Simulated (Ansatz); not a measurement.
# Sb (P6_3/mmc) in Ansatz: reference runs

Aim: a first look at Sb with PBEsol, on the cell as given and on a disturbed one.

Everything below comes from runs of Ansatz 0.2.0. Logs are shortened: lines on timing, memory, paths and dates and some standing lists are left out, and cuts for length are marked.

## (1) The structure

Symmetry: P6_3/mmc, No. 194, hexagonal system. Conventional cell: a = 3.355 Å, b = 3.355 Å, c = 5.470 Å, α = 90.00°, β = 90.00°, γ = 120.00°. Sb (site symmetry -6m2) is surrounded by 12 Sb at 3.35 Å.

This isn't the form of Sb at room conditions, which is rhombohedral.

## (2) Single point, PBEsol

File input.yaml:

```yaml
crystal:
  lattice:
    - [3.3545324186, 0.0, 0.0]
    - [-1.6772662093, 2.9051102923, 0.0]
    - [0.0, 0.0, 5.47016065]
  atoms:
    - { symbol: Sb, position: [0.6666666667, 0.3333333333, 0.75] }
    - { symbol: Sb, position: [0.3333333333, 0.6666666667, 0.25] }
kpoints:
  mp_grid: { grid: [9, 9, 5] }
scf:
  occupations: { method: fermi_dirac, width: 0.05 }
hamiltonian:
  xc: pbesol
  pseudopotentials: { kind: all_electron, lapw: { basis_error: 0.001 } }
output:
  forces: true
  stress: true
  eigenvalues: true
  populations: true
```

Potentials or basis: all-electron LAPW, scalar-relativistic.

The run is started by

```console
ansatz run input.yaml --threads 1 --pin off --max-ram 3072MiB --backend cpu --events-out ev --progress --plain --runs-dir out
```

The program printed:

```text
Warning: RAYON_NUM_THREADS=1 ignored (pool sized by the plan → 1); use --threads N
Sb: projections on atomic orbitals take those of the free atom 1s2 2s2 2p6 3s2 3p6 3d10 4s2 4p6 4d10 5s2 5p3, of charge +0.00 (hamiltonian.pseudopotentials.projection_atoms)
LAPW: plane waves up to 6.408 Å⁻¹, error target 1.0e-3 eV per atom; small_component_spin mean_spin; Sb in spheres of 1.676 Å, 23 of its electrons in bands, Dirac shells [] (how accurate: hamiltonian.pseudopotentials.lapw.basis_error, Limitations)
Engine: ansatz 0.2.0, aarch64-unknown-linux-gnu
Pseudopotentials: kind: all_electron
Pseudopotential: Sb, LAPW, valence charge 23, lapw/all_electron/scalar/gaussian/Sb, Koelling and Harmon's equation, gaussian nucleus
Functional definition: PBEsol
  exchange = pbesol_x
  correlation = pbesol_c
Crystal: 2 atoms, lattice volume = 53.308 Å³
Basis set: ecut = 156.42830109283702 eV, 245 PW (Γ), exchange–correlation at level 2
Bands: 28, of which v1, the nominal top of the filled ones, is band 23 counted from 1 (22 counted from 0)
Symmetry: 24 space group operations
Space group: P63/mmc (ITA 194), of the structure as read, at distance tolerance 3.8e-5 Å
k-points: 36 of 405
Non-local potential: Sb, projectors of the file, none
Initial density: superposition of atomic densities (chi_scale 0.1, normalization cell)
Initial wavefunctions: plane waves of lowest kinetic energy (no species holds an atomic orbital)
Functional: x = pbesol(κ = 0.804, μ = 0.12345679012345678), c = pbesol(β = 0.046)
iter 1 solved again at ethr=1.41e-5 eV; its pass at ethr=1.00e-1 eV (dr2=6.51e-3 eV) is discarded
SCF iter   1: F=—  HF=-352583.199982 eV  |F-HF|=—  |Δ(HF+E_count)|=         —  Δρ=4.46e-3  dr2=6.60e-3  ethr=1.41e-5  ⟨swp⟩=3.8  Hψ=7167  notcnv=0
preconditioner: auto → Kerker (q_TF=auto, 2.662 Å⁻¹)  [metal: Δε(μ)=0.038 eV  Ē_g=9.461 eV  σ=0.050 eV  W_gap=0.19  n_scr=22 (ndim 8)  ℏωp=16.1 eV  f_vac=0.000  D(μ)=1.56/eV (n_scr^D=10)]
SCF iter   2: F=—  HF=-352583.179735 eV  |F-HF|=—  |Δ(HF+E_count)|=   2.02e-2  Δρ=2.58e-3  dr2=2.67e-3  ethr=1.41e-5  ⟨swp⟩=2.0  Hψ=2991  notcnv=0
SCF iter   3: F=—  HF=-352583.177689 eV  |F-HF|=—  |Δ(HF+E_count)|=   2.05e-3  Δρ=1.22e-3  dr2=7.85e-4  ethr=5.80e-6  ⟨swp⟩=2.0  Hψ=2991  notcnv=0
SCF iter   4: F=—  HF=-352583.177606 eV  |F-HF|=—  |Δ(HF+E_count)|=   8.31e-5  Δρ=6.34e-4  dr2=2.57e-4  ethr=1.71e-6  ⟨swp⟩=2.0  Hψ=2991  notcnv=0
iter 5 solved again at ethr=2.33e-8 eV; its pass at ethr=5.58e-7 eV (dr2=1.07e-5 eV) is discarded
SCF iter   5: F=—  HF=-352583.177656 eV  |F-HF|=—  |Δ(HF+E_count)|=   5.06e-5  Δρ=1.23e-4  dr2=1.07e-5  ethr=2.33e-8  ⟨swp⟩=2.0  Hψ=5044  notcnv=0
SCF iter   6: F=—  HF=-352583.177657 eV  |F-HF|=—  |Δ(HF+E_count)|=   5.77e-7  Δρ=3.90e-5  dr2=8.33e-7  ethr=2.32e-8  ⟨swp⟩=2.0  Hψ=2990  notcnv=0
SCF iter   7: F=-352583.177657 eV  HF=-352583.177657 eV  |F-HF|=0.00e0  |Δ(HF+E_count)|=   9.16e-8  Δρ=9.99e-6  dr2=7.58e-8  ethr=1.81e-9  ⟨swp⟩=2.0  Hψ=2990  notcnv=0
SCF 1 converged in 7 iterations: F = -352583.177657 eV  dr2 = 7.58e-8
SCF converged after 7 iterations
Free energy (F): -352583.177657 eV
Harris-Foulkes:  -352583.177657 eV  (|F-HF|=0.00e0)
Internal energy: -352583.165640 eV  (E = F + TS)
E sigma→0 (E₀):  -352583.171649 eV
Entropy (-TS):   -0.012017 eV (-6.008 meV/atom)
Fermi energy:    14.575181 eV
--- Per-component energies (eV) ---
  E_band       = -1707.204072
  E_kinetic    = 371550.596101
  E_xc         = -9132.493333
  E_electrostatic = -715001.268408  (all electrons and nuclei)
  E_smearing   = -0.012017  (= −TS)
  E_closure    = 0.000000  (closes the sum)
  E_atoms      = -352574.528891  (free atoms, spherical and without spin; not in F)
  Σ components = -352583.177657   (vs F -352583.177657, Δ=0.00e0)
  Basis errors (estimates in eV, not in F): energy 2.0e-4 per atom: plane waves 2.0e-4 (1.0e-4 summed), levels above the bands 1.5e-61, relativity 6.4e-9, radial functions 4.4e-6, core shells 3.2e-11; eigenvalues (radial functions only) 4.6e-6; not estimated: angular momenta, meshes, grids; target (lapw.basis_error) 1.0e-3; muffin-tin radii Sb 1.676 Å
--- Forces (eV/Å), atoms counted from 1 ---
  atom   1  Sb     0.00000000     0.00000000     0.00000000
  atom   2  Sb    -0.00000000    -0.00000000     0.00000000
  max |Σ_I F_I| component: 6.94e-18 eV/Å
--- Stress (GPa, compression-positive) ---
       -1.476538       0.000000       0.000000
       -0.000000      -1.476538       0.000000
        0.000000       0.000000      -1.795128
  P = ⅓ Tr σ = -1.5827 GPa (-15.827 kbar)
--- Band table (eV; the first three rows and the last of 36) ---
  k-point 0: bands = ["-129.5986", "-129.5985", "-82.6300", "-82.6284", "-82.6207", "-82.6207", "-82.6204", "-82.6204", "-14.5638", "-14.5546", "-14.5459", "-14.5459", "-14.5415", "-14.5415", "-14.5362", "-14.5362", "-14.4840", "-14.4840", "1.6566", "5.4934", "8.7881", "18.2734", "18.2734", "19.9227", "19.9227", "20.1588", "22.5379", "23.7485"]
  k-point 1: bands = ["-129.5986", "-129.5985", "-82.6298", "-82.6286", "-82.6206", "-82.6206", "-82.6204", "-82.6204", "-14.5628", "-14.5553", "-14.5511", "-14.5511", "-14.5440", "-14.5440", "-14.5256", "-14.5256", "-14.4870", "-14.4870", "1.8571", "4.6630", "10.0236", "18.3650", "18.4218", "18.4218", "19.7728", "19.7728", "22.6871", "24.0374"]
  k-point 2: bands = ["-129.5986", "-129.5985", "-82.6294", "-82.6290", "-82.6206", "-82.6206", "-82.6205", "-82.6205", "-14.5602", "-14.5574", "-14.5529", "-14.5529", "-14.5493", "-14.5493", "-14.5097", "-14.5097", "-14.4958", "-14.4958", "2.4543", "3.4256", "12.4598", "15.3561", "18.8266", "18.8266", "19.3519", "19.3519", "23.1377", "23.8888"]
  k-point 35: bands = ["-129.5985", "-129.5985", "-82.6291", "-82.6291", "-82.6214", "-82.6213", "-82.6213", "-82.6213", "-14.5620", "-14.5620", "-14.5471", "-14.5181", "-14.5076", "-14.5073", "-14.5073", "-14.5033", "-14.4834", "-14.4834", "6.7703", "6.7703", "10.4921", "10.4921", "10.9763", "11.9100", "17.3054", "17.3054", "21.3890", "22.8174"]
--- Löwdin populations: 2 sites ---
  site symbol       q [e]
     0     Sb     50.9409
     1     Sb     50.9409
  spilling = 0.001158 (of n_electrons = 102.000000)
```

populations.tsv:

```text
# site	symbol	l	j	q
# orbitals = lowdin
# n_electrons = 102.000000
# spilling = 0.001158
# projection_atom_Sb: 1s2 2s2 2p6 3s2 3p6 3d10 4s2 4p6 4d10 5s2 5p3
0	Sb	0_1S	-	2.000000
0	Sb	0_2S	-	1.999991
0	Sb	0_3S	-	1.999866
0	Sb	0_4S	-	1.998236
0	Sb	0_5S	-	1.898832
0	Sb	1_2P	-	6.000000
0	Sb	1_3P	-	5.999982
0	Sb	1_4P	-	5.998564
0	Sb	1_5P	-	3.046796
0	Sb	2_3D	-	9.999998
0	Sb	2_4D	-	9.998665
1	Sb	0_1S	-	2.000000
1	Sb	0_2S	-	1.999991
1	Sb	0_3S	-	1.999866
1	Sb	0_4S	-	1.998236
1	Sb	0_5S	-	1.898832
1	Sb	1_2P	-	6.000000
1	Sb	1_3P	-	5.999982
1	Sb	1_4P	-	5.998564
1	Sb	1_5P	-	3.046796
1	Sb	2_3D	-	9.999998
1	Sb	2_4D	-	9.998665
```

Run time: 7.6 s. Hardware: 1 thread of Arm Neoverse V2, shared host; peak memory 0.28 GiB.

What came out:

```yaml
Free_energy: -352583.1777 eV
Pressure: -1.6 GPa
Band_gap_on_the_k_mesh: none (metal or under the smearing width)
```

Spin-orbit coupling is left out, which matters for the levels of Sb.

## (3) Single point, PBEsol (atoms moved at random, drawn with an rms of 0.05 Å)

Edit input.yaml of step 2 so:

```diff
@@ -6,4 +6,4 @@
   atoms:
-    - { symbol: Sb, position: [0.6666666667, 0.3333333333, 0.75] }
-    - { symbol: Sb, position: [0.3333333333, 0.6666666667, 0.25] }
+    - { symbol: Sb, position: [0.678186, 0.334473, 0.751546] }
+    - { symbol: Sb, position: [0.320961, 0.662566, 0.255606] }
 kpoints:
```

Potentials or basis: all-electron LAPW, scalar-relativistic.

The run is started by

```console
ansatz run input.yaml --threads 1 --pin off --max-ram 3072MiB --backend cpu --events-out ev --progress --plain --runs-dir out
```

Run time: 39 s. Hardware: 1 thread of Arm Neoverse V2, shared host; peak memory 0.54 GiB.

Results (log left out):

| Property | Result |
| --- | --- |
| Free energy | -352583.1794 eV |
| Pressure | -1.5 GPa |
| Largest force | 0.042 eV/Å |
| Band gap on the k mesh | none (metal or under the smearing width) |

Forces on the atoms (eV/Å):
```
Sb   0.026  0.006 -0.032
Sb  -0.026 -0.006  0.032
```

Stress tensor (GPa, compression positive):
```
-1.41  0.17  0.02
 0.17 -1.45  0.01
 0.02  0.01 -1.78
```

Levels at points of the mesh, in eV from the Fermi level:
| k point | band 21 | band 22 | band 23 | band 24 | band 25 | band 26 |
| --- | --- | --- | --- | --- | --- | --- |
| (0.00, 0.00, 0.00) | -5.80 | 3.60 | 3.79 | 5.21 | 5.47 | 5.58 |

The run has no spin-orbit coupling, so splittings on Sb are missing.
